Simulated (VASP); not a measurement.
# Ag: band structure with PBE

Crystal: Ag.

```
CELL_PARAMETERS angstrom
0.00000 2.04275 2.04275
2.04275 0.00000 2.04275
2.04275 2.04275 0.00000
ATOMIC_POSITIONS crystal
Ag 0.00000 0.00000 0.00000
```

- Program: VASP 6.6.1
- Task: band structure
- Functional: PBE
- Potentials or basis: VASP PAW PBE potentials, release 54 (Ag)
- Cutoff: 520 eV
- k mesh: 11 × 11 × 11
- Occupations: fermi-dirac, width 0.05 eV
- Spin: no spin polarisation
- Further INCAR settings: ALGO = Fast; EDIFF = 1e-07; NBANDS = 12

| Item | Value |
| --- | --- |
| Pressure | 4.3 GPa |
| Band gap along the path | none (metal or under the smearing width) |

Levels at the corners of the path, in eV from the Fermi level:
| point | band 2 | band 3 | band 4 | band 5 | band 6 | band 7 | band 8 | band 9 |
| --- | --- | --- | --- | --- | --- | --- | --- | --- |
| Γ | -5.06 | -5.06 | -5.06 | -4.03 | -4.03 | 15.78 | 19.36 | 19.36 |
| X | -6.56 | -3.27 | -3.03 | -3.03 | 1.36 | 6.49 | 10.42 | 10.42 |
| X | -6.56 | -3.27 | -3.03 | -3.03 | 1.36 | 6.49 | 10.42 | 10.42 |
| W | -5.33 | -5.33 | -4.02 | -3.03 | 5.71 | 5.71 | 6.75 | 7.94 |
| W | -5.33 | -5.33 | -4.02 | -3.03 | 5.71 | 5.71 | 6.75 | 7.94 |
| K | -5.84 | -4.34 | -3.81 | -3.31 | 4.04 | 5.01 | 6.89 | 12.52 |
| K | -5.84 | -4.34 | -3.81 | -3.31 | 4.04 | 5.01 | 6.89 | 12.52 |
| Γ | -5.06 | -5.06 | -5.06 | -4.03 | -4.03 | 15.78 | 19.36 | 19.36 |
| Γ | -5.06 | -5.06 | -5.06 | -4.03 | -4.03 | 15.78 | 19.36 | 19.36 |
| L | -5.08 | -5.08 | -3.23 | -3.23 | -0.65 | 3.35 | 15.01 | 17.63 |
| L | -5.08 | -5.08 | -3.23 | -3.23 | -0.65 | 3.35 | 15.01 | 17.63 |
| U | -5.84 | -4.34 | -3.81 | -3.31 | 4.04 | 5.01 | 6.89 | 12.52 |
| U | -5.84 | -4.34 | -3.81 | -3.31 | 4.04 | 5.01 | 6.89 | 12.52 |
| W | -5.33 | -5.33 | -4.02 | -3.03 | 5.71 | 5.71 | 6.75 | 7.94 |
| W | -5.33 | -5.33 | -4.02 | -3.03 | 5.71 | 5.71 | 6.75 | 7.94 |
| L | -5.08 | -5.08 | -3.23 | -3.23 | -0.65 | 3.35 | 15.01 | 17.63 |
| L | -5.08 | -5.08 | -3.23 | -3.23 | -0.65 | 3.35 | 15.01 | 17.63 |
| K | -5.84 | -4.34 | -3.81 | -3.31 | 4.04 | 5.01 | 6.89 | 12.52 |
| U | -5.84 | -4.34 | -3.81 | -3.31 | 4.04 | 5.01 | 6.89 | 12.52 |
| X | -6.56 | -3.27 | -3.03 | -3.03 | 1.36 | 6.49 | 10.42 | 10.42 |

Wall time 33 s on 1 thread of AMD EPYC 7R13 Processor (Zen 3), with other jobs on the host, peak memory 0.12 GiB.
